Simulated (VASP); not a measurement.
Set up this calculation in VASP 6.6.1, as the native input.

```
Task                   : band structure
Functional             : r2SCAN
Potentials or basis    : VASP PAW PBE potentials, release 64 (Au, Cu)
Cutoff                 : 520 eV
k mesh                 : 7 × 7 × 7
Occupations            : fermi-dirac, width 0.05 eV
Spin                   : no spin polarisation
Further INCAR settings : ALGO = Normal; EDIFF = 1e-06
```

The structure of Cu3Au (Auricupride) lies in POSCAR:

```
Cu3Au
1.0
    3.7400000000      0.0000000000      0.0000000000
    0.0000000000      3.7400000000      0.0000000000
    0.0000000000      0.0000000000      3.7400000000
Au Cu
1 3
Direct
    0.0000000000      0.0000000000      0.0000000000
    0.5000000000      0.5000000000      0.0000000000
    0.5000000000      0.0000000000      0.5000000000
    0.0000000000      0.5000000000      0.5000000000
```

The input as run:

INCAR

```
ALGO = Normal
EDIFF = 1E-6
ENCUT = 520
ISIF = 2
ISMEAR = -1
LASPH = True
LCHARG = False
LMAXMIX = 4
LMIXTAU = True
LREAL = False
LWAVE = False
METAGGA = R2SCAN
NELM = 100
PREC = Accurate
SIGMA = 0.05
```

KPOINTS

```
k-points
0
Gamma
  7 7 7
```

KPOINTS_OPT

```
path GXMGRX,MR
10
line-mode
reciprocal
 0.0000000000  0.0000000000  0.0000000000  G
 0.0000000000  0.5000000000  0.0000000000  X

 0.0000000000  0.5000000000  0.0000000000  X
 0.5000000000  0.5000000000  0.0000000000  M

 0.5000000000  0.5000000000  0.0000000000  M
 0.0000000000  0.0000000000  0.0000000000  G

 0.0000000000  0.0000000000  0.0000000000  G
 0.5000000000  0.5000000000  0.5000000000  R

 0.5000000000  0.5000000000  0.5000000000  R
 0.0000000000  0.5000000000  0.0000000000  X

 0.5000000000  0.5000000000  0.0000000000  M
 0.5000000000  0.5000000000  0.5000000000  R
```

Potentials or basis: VASP PAW PBE potentials, release 64 (Au, Cu).

The run is started by

```sh
$ cat potpaw_PBE.64/Au/POTCAR potpaw_PBE.64/Cu/POTCAR > POTCAR
$ mpirun -np 1 vasp_std > vasp.out
```

Results of the run:

```json
{
 "Pressure": "-0.2 GPa",
 "Band gap along the path": "none (metal or under the smearing width)"
}
```

Caveat: the PAW data sets were made with another functional, which shifts forces and pressure a little; spin-orbit coupling is left out, which moves the levels of the heavy elements.

Run time: 3.1 min on 1 thread of Intel(R) Xeon(R) Platinum 8375C CPU @ 2.90GHz (Ice Lake), with other jobs on the host, peak memory 0.2 GiB.
